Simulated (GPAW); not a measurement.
# Be (P6_3/mmc) in GPAW: band structure with TASK

Aim: the band structure of Be with TASK.

All numbers are computed with GPAW 26.7.0; they aren't measurements. Logs are shortened: lines on timing, memory, paths and dates and some standing lists are left out, and cuts for length are marked. The log counts tension as positive stress, the text compression.

### Step 1. The structure

The structure is hexagonal, space group P6_3/mmc (No. 194). Conventional cell: a = 2.285 Å, b = 2.285 Å, c = 3.584 Å, α = 90.00°, β = 90.00°, γ = 120.00°. Be (site symmetry -6m2) is surrounded by 12 Be at 2.23 to 2.29 Å.

### Step 2. Band structure, TASK

Input file run.py:

```python
from ase.dft.bandgap import bandgap
from ase.io import read, write
from ase.units import GPa
from gpaw import GPAW, PW

atoms = read('POSCAR')

calc = GPAW(mode=PW(800),
            xc='MGGA_X_TASK+LDA_C_PW',
            kpts={'size': (11, 11, 6), 'gamma': True},
            occupations={'name': 'fermi-dirac', 'width': 0.05},
            nbands=9,
            convergence={'density': 1e-05, 'energy': 1e-05},
            maxiter=150,
            txt='gpaw.txt')
atoms.calc = calc
energy = atoms.get_potential_energy()
forces = atoms.get_forces()
stress = atoms.get_stress()
calc.write('gs.gpw')
write('result.traj', atoms)
print(f'Energy: {energy:.6f} eV')
print('Forces (eV/A):')
print(forces.round(4))
print('Stress (GPa):', (stress / GPa).round(3))
print('Fermi level:', round(calc.get_fermi_level(), 4), 'eV')
print(f'Gap: {bandgap(calc)[0]:.4f} eV, direct: {bandgap(calc, direct=True)[0]:.4f} eV')

path = atoms.cell.bandpath('GMKGALHA,LM,KH', npoints=60, eps=1e-4)
bs_calc = calc.fixed_density(kpts=path, symmetry='off', nbands=15,
                             convergence={'bands': 'CBM+6.0', 'eigenstates': 1e-6}, txt='bands.txt')
bs = bs_calc.band_structure()
bs.write('bs.json')
print(f'Gap on the path: {bandgap(bs_calc)[0]:.4f} eV')
```

Input file POSCAR:

```
Be
1.0
    2.2853000000      0.0000000000      0.0000000000
   -1.1426500000      1.9791278553      0.0000000000
    0.0000000000      0.0000000000      3.5842000000
Be
2
Direct
    0.6666666667      0.3333333333      0.7500000000
    0.3333333333      0.6666666667      0.2500000000
```

Potentials or basis: GPAW PAW data sets (gpaw-data 1.2.1), pw.

The run is started by

```console
OMP_NUM_THREADS=1 python run.py
```

gpaw.txt:

```text
__  _  _
 | _ |_)|_||  |
 |__||  | ||/\| - 26.7.0

Input parameters:
  mode=PW(ecut=800.0),
  convergence={'density': 1e-05, 'energy': 1e-05},
  kpts=MonkhorstPack(size=(11, 11, 6), gamma=True),
  maxiter=150,
  nbands=9,
  occupations=Occupations(name='fermi-dirac', width=0.05),
  xc=XC(name='MGGA_X_TASK+LDA_C_PW')

Diagonalizing LCAO Hamiltonian
Converting LCAO to pw mode

          Be

        Be

Atoms  # Å, Bohr magnetons
|   | symbol |         x |        y |        z |    initial magnetic moments |
|---|--------|-----------|----------|----------|-----------------------------|
| 0 |     Be |  1.142650 | 0.659709 | 2.688150 | ( 0.0000,  0.0000,  0.0000) |
| 1 |     Be | -0.000000 | 1.319419 | 0.896050 | ( 0.0000,  0.0000,  0.0000) |

Unit cell  # Å
| periodic |         x |        y |        z |  lengths |     angles |
|----------|-----------|----------|----------|----------|------------|
|      yes |  2.285300 | 0.000000 | 0.000000 | 2.285300 |  90.000000 |
|      yes | -1.142650 | 1.979128 | 0.000000 | 2.285300 |  90.000000 |
|      yes |  0.000000 | 0.000000 | 3.584200 | 3.584200 | 120.000000 |

Number of symmetries: 12
Symmetry operations  # r_c * U_cc + t_c -> r_c
|    | kind |            matrix            |
|----|------|------------------------------|
|  0 |  σ   |  1, 1, 0,  0,-1, 0,  0, 0, 1 |
|  1 |  S6  |  1, 1, 0, -1, 0, 0,  0, 0,-1 |
|  2 |  E   |  1, 0, 0,  0, 1, 0,  0, 0, 1 |
|  3 |  C2  |  1, 0, 0, -1,-1, 0,  0, 0,-1 |
|  4 |  C2  |  0, 1, 0,  1, 0, 0,  0, 0,-1 |
|  5 |  C3  |  0, 1, 0, -1,-1, 0,  0, 0, 1 |
|  6 |  S6  |  0,-1, 0,  1, 1, 0,  0, 0,-1 |
|  7 |  σ   |  0,-1, 0, -1, 0, 0,  0, 0, 1 |
|  8 |  σ   | -1, 0, 0,  1, 1, 0,  0, 0, 1 |
|  9 |  i   | -1, 0, 0,  0,-1, 0,  0, 0,-1 |
| 10 |  C3  | -1,-1, 0,  1, 0, 0,  0, 0, 1 |
| 11 |  C2  | -1,-1, 0,  0, 1, 0,  0, 0,-1 |

BZ-sampling:
  Number of BZ points: 726
  Number of IBZ points: 84

  Monkhorst-Pack size: [11, 11, 6]
  Monkhorst-Pack shift: [0.0, 0.0, 0.08333333333333333]

K-points  # in reciprocal-cell coordinates
|     |                                coordinates |     weight |
|-----|--------------------------------------------|------------|
|   0 | (  0.00000000,   0.00000000,   0.00000000) | 0.00137741 |
|   1 | (  0.00000000,   0.00000000,   0.16666667) | 0.00275482 |
|   2 | (  0.00000000,   0.00000000,   0.33333333) | 0.00275482 |
|   3 | (  0.00000000,   0.00000000,   0.50000000) | 0.00137741 |
|   4 | (  0.09090909,   0.00000000,  -0.33333333) | 0.00826446 |
|   5 | (  0.09090909,   0.00000000,  -0.16666667) | 0.00826446 |
|   6 | (  0.09090909,   0.00000000,   0.00000000) | 0.00826446 |
|   7 | (  0.09090909,   0.00000000,   0.16666667) | 0.00826446 |
|   8 | (  0.09090909,   0.00000000,   0.33333333) | 0.00826446 |
|   9 | (  0.09090909,   0.00000000,   0.50000000) | 0.00826446 |
| ... |                                            |            |
|  83 | (  0.45454545,   0.45454545,   0.50000000) | 0.00826446 |

Plane wave coefficients: 845
Cutoff: 800.0 eV

Spin-components: 1 (collinear spins)
Bands:           9
Projectors:      6
Spin-degeneracy: 2
Datatype:        complex128

Parallelization:
  kpt:    1
  domain: 1
  band:   1

Density:
  Valence electrons: 4.0
  Components: 1
  Grid points: [15 15 24]
  Charge: 0.0  # |e|

Potential:
  Grid points: [15 15 24]

species:
  Be:
    name:    Beryllium
    Z:       4.0
    valence: 2
    core:    2
    charge:  0.0  # [|e|]
    compensation charges:
      type: gauss
      rc: 0.25  # [Å]
      lmax: 2
    cutoffs:
      filter: 1.42  # [Å]
      core: 1.77  # [Å]
    projectors
    | kind |    occ | energy [eV] | rcut [Å] |
    |------|--------|-------------|----------|
    |   2s |  2.000 |      -5.610 |    0.794 |
    |   2p |  0.000 |      -2.018 |    0.794 |
    |    s |        |      21.602 |    0.794 |

    Using partial waves for Be as LCAO basis

Reference energy: -796.369947  # eV

eigensolver:
  PPCG
  Converge bands: occupied
  niter=2

density mixing:
  MSR1-Mixer
  Pratt-step length: 0.05
  Maximum mixing coefficient: 0.75
  Old densities: 10
  SVD Regularization: 0.005
  Good broyden scale: 1.0
  Trust region scale: 1.0
  Backstep threshold: 4.0
  History deletion threshold: 6.0
  Fourier metric: weight=20.0, sigma=0.015

occupation numbers:
  Fermi-Dirac:
    width: 0.0500  # eV

poisson solver:
  ecut: 6400.0  # eV

xc functional:
  name: MGGA_X_TASK+LDA_C_PW with 2 nearest neighbor stencil

convergence criteria:
- Maximum integral of absolute [dens]ity change: 1e-05 electrons / valence electron
- Maximum [total energy] change in last 3 cyles: 1e-05 eV / valence electron
- Maximum integral of absolute [eigenst]ate change: 4e-08 eV^2 / valence electron
maximum number of iterations: 150

SCF iterations
|iter     | |      energy | eigst |  dens |
|---------|-|-------------|-------|-------|
|iter:   1| |   -9.780397 | +0.61 |       |
|iter:   2| |  -10.925634 | -1.02 | -1.27 |
|iter:   3| |-3034.965166 | +3.36 | -1.22 |
|iter:   4| |   -8.501334 | +2.51 | +1.27 |
|iter:   5| |  -11.120083 | -0.77 | -1.54 |
|iter:   6| |  -11.129402 | -2.36 | -1.40 |
|iter:   7| |  -11.143315 | -3.43 | -1.95 |
|iter:   8| |  -11.145986 | -3.31 | -1.90 |
|iter:   9| |  -11.146023 | -5.35 | -2.75 |
|iter:  10| |  -11.146031 | -6.59 | -3.09 |
|iter:  11| |  -11.146036c| -6.54 | -3.22 |
|iter:  12| |  -11.146037c| -7.58c| -3.66 |
|iter:  13| |  -11.146037c| -8.28c| -4.03 |
|iter:  14| |  -11.146037c| -8.94c| -4.51 |
|iter:  15| |  -11.146037c| -8.69c| -5.38c|

Converged in 15 steps
Energy contributions relative to reference atoms: (reference = -796.369947)

Energy contributions:
  Kinetic:           2.420724
  Coulomb:           1.025970
  Zero:             -0.188762
  External:          0.000000
  Xc:              -14.402530
  Entropy:          -0.002877
  Spinorbit:         0.000000
  ----------------------------
  Free energy:     -11.147476
  Extrapolated:    -11.146037

dipole moment: (0.000003, 0.000005, 0.000009)  # |e|*Ang

Fermi level: 8.238
Eigenvalues  # (at kpt = [0.000, 0.000, 0.000])
| band index |      eig [eV] | occ [0-2] |
|------------|---------------|-----------|
|          0 |        -5.493 |     2.000 |
|          1 |         2.837 |     2.000 |
|          2 |         8.885 |     0.000 |
|          3 |        27.192 |     0.000 |
|          4 |        27.192 |     0.000 |
|          5 |        30.579 |     0.000 |
|          6 |        30.579 |     0.000 |
|          7 |        33.628 |     0.000 |
|          8 |        38.126 |     0.000 |

No gap
No difference between direct/indirect transitions

Forces  # eV/Ang
|       x |        y |        z |
|---------|----------|----------|
| 0.00000 | -0.00000 |  0.00000 |  # Be   0
| 0.00000 |  0.00000 | -0.00000 |  # Be   1

Stress tensor  # eV/Ang^3
|         x |         y |         z |
|-----------|-----------|-----------|
| -0.077030 |  0.000000 |  0.000000 |
|  0.000000 | -0.077030 | -0.000000 |
|  0.000000 | -0.000000 | -0.082103 |

# Writing to gs.gpw (mode='')
```

It took 60 s on 1 thread of Arm Neoverse V1, shared host; peak memory 0.17 GiB.

What came out:

| Item | Value |
| --- | --- |
| Free energy | -11.1475 eV |
| Pressure | 12.6 GPa |
| Band gap along the path | none (metal or under the smearing width) |

Levels at the corners of the path, in eV from the Fermi level:
| point | band 1 | band 2 | band 3 | band 4 |
| --- | --- | --- | --- | --- |
| Γ | -13.73 | -5.40 | 0.65 | 18.95 |
| M | -6.13 | -4.12 | 3.97 | 6.73 |
| K | -3.21 | -1.63 | -1.63 | 7.47 |
| Γ | -13.73 | -5.40 | 0.65 | 18.95 |
| A | -11.14 | -11.14 | 12.10 | 12.10 |
| L | -4.45 | -4.45 | 1.08 | 1.08 |
| H | -1.61 | -1.61 | 0.05 | 0.05 |
| A | -11.14 | -11.14 | 12.10 | 12.10 |
| L | -4.45 | -4.45 | 1.08 | 1.08 |
| M | -6.13 | -4.12 | 3.97 | 6.73 |
| K | -3.21 | -1.63 | -1.63 | 7.47 |
| H | -1.61 | -1.61 | 0.05 | 0.05 |

Caveat: the PAW data sets were made with another functional, which shifts forces and pressure a little.
